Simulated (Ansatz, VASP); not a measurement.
# MgS (Niningerite): VASP beside Ansatz

File INCAR:

```
PREC     = Accurate       # precision mode
ENCUT    = 520            # plane-wave cutoff, eV
EDIFF    = 1E-6           # SCF threshold, eV
ISMEAR   = -1             # smearing method
SIGMA    = 0.05           # smearing width, eV
LREAL    = False          # projectors in reciprocal space
LASPH    = True           # aspherical terms in the spheres
NELM     = 80             # most SCF steps
ALGO     = Normal         # electronic algorithm
ISIF     = 2              # what is computed and relaxed
LWAVE    = False          # write WAVECAR
LCHARG   = False          # write CHGCAR
NBANDS   = 11             # bands
```

KPOINTS

```
regular mesh
0
Gamma
  9 9 9
```

File POSCAR:

```
MgS
1.0
    0.0000000000      2.6358861629      2.6358861629
    2.6358861629      0.0000000000      2.6358861629
    2.6358861629      2.6358861629      0.0000000000
S Mg
1 1
Direct
    0.5000000000      0.5000000000      0.5000000000
    0.0000000000      0.0000000000      0.0000000000
```

The input input.yaml:

```yaml
crystal:
  lattice:
    - [0.0, 2.6358861629, 2.6358861629]
    - [2.6358861629, 0.0, 2.6358861629]
    - [2.6358861629, 2.6358861629, 0.0]
  atoms:
    - { symbol: S, position: [0.5, 0.5, 0.5] }
    - { symbol: Mg, position: [0.0, 0.0, 0.0] }
kpoints:
  mp_grid: { grid: [9, 9, 9] }
scf:
  occupations: { method: fermi_dirac, width: 0.05 }
hamiltonian:
  xc: lda
  pseudopotentials: { kind: all_electron, lapw: { basis_error: 0.001 } }
output:
  forces: true
  stress: true
  eigenvalues: true
```

Change from the starting cell: volume scaled by 1.04.

Alike in both runs: task single point; functional LDA; k mesh 9 × 9 × 9; occupations fermi-dirac, width 0.05 eV; no spin polarisation.

|  | VASP | Ansatz |
| --- | --- | --- |
| version | VASP 6.6.1 | Ansatz 0.2.0 |
| potentials or method | VASP PAW LDA potentials, release 64 (S, Mg) | all-electron LAPW, scalar-relativistic |
| plane-wave cutoff (eV) | 520 | see its input |

Ansatz gave:

- gap on the k mesh at the Fermi level (eV): 2.61
- least direct gap on the mesh (eV): 3.19
- pressure (GPa): -5.8

Problem. Which values does VASP return?

Solution. gap on the k mesh at the Fermi level (eV): 2.60; least direct gap on the mesh (eV): 3.19; pressure (GPa): -6.3.

Ansatz ran all-electron here, so the differences hold the error of VASP's frozen core and of both bases.

Caveats: an odd mesh through Γ misses points on the zone boundary, where band edges often lie.
